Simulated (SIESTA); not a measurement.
## Si2W under changes of volume

One of the cells (13.479 Å³/atom); the others are scaled copies at fixed shape and fractional positions:

```
W Si
1.0
    -1.60690    1.60690    3.91495
     1.60690   -1.60690    3.91495
     1.60690    1.60690   -3.91495
W Si
1 2
Direct
  0.00000 0.00000 0.00000
  0.66530 0.66530 0.00000
  0.33470 0.33470 0.00000
```

| Item | Value |
| --- | --- |
| Program | SIESTA 5.4.2 |
| Functional | PBEsol |
| Potentials or basis | PseudoDojo 0.4 standard (PBEsol files) |
| Basis | DZP (energy shift 0.003 Ry; two zetas on semicore shells) |
| Grid cutoff | 800 Ry |
| Energy shift | 0.003 Ry |
| k mesh | 12 × 12 × 12 |
| Occupations | fermi-dirac, width 0.05 eV |
| Spin | no spin polarisation |

```tsv
volume (Å³/atom)	energy over the lowest point (meV/atom)	pressure (GPa)	largest force (eV/Å)
12.670	?	?	?
12.939	13.87	9.4	0.228
13.209	2.69	4.0	0.170
13.479	0.00	-0.7	0.113
13.748	4.93	-5.0	0.064
14.018	16.74	-8.9	0.013
14.287	34.73	-12.4	0.037
```

Q: What does the run at 12.670 Å³/atom give?

A: Energy over the lowest point 34.52 meV/atom; pressure 15.3 GPa; largest force 0.288 eV/Å.

Worked out: A Birch-Murnaghan fit of order 3 (a polynomial in V^(-2/3)) to the other rows has its minimum at 13.43 Å³/atom with B0 = V·E''(V) = 229 GPa and B' = 4.1 at fixed shape and positions, which overstates the stiffness. It gives 34.36 meV/atom at 12.670 Å³/atom, against the run's 34.52, and -dE/dV = 15.2 GPa, against 15.3.

Energies are extrapolated to zero smearing.

Caveats: short orbitals over semicore shells can move pressures by several GPa; the basis of atomic orbitals isn't converged, which shifts pressures, moduli and gaps.
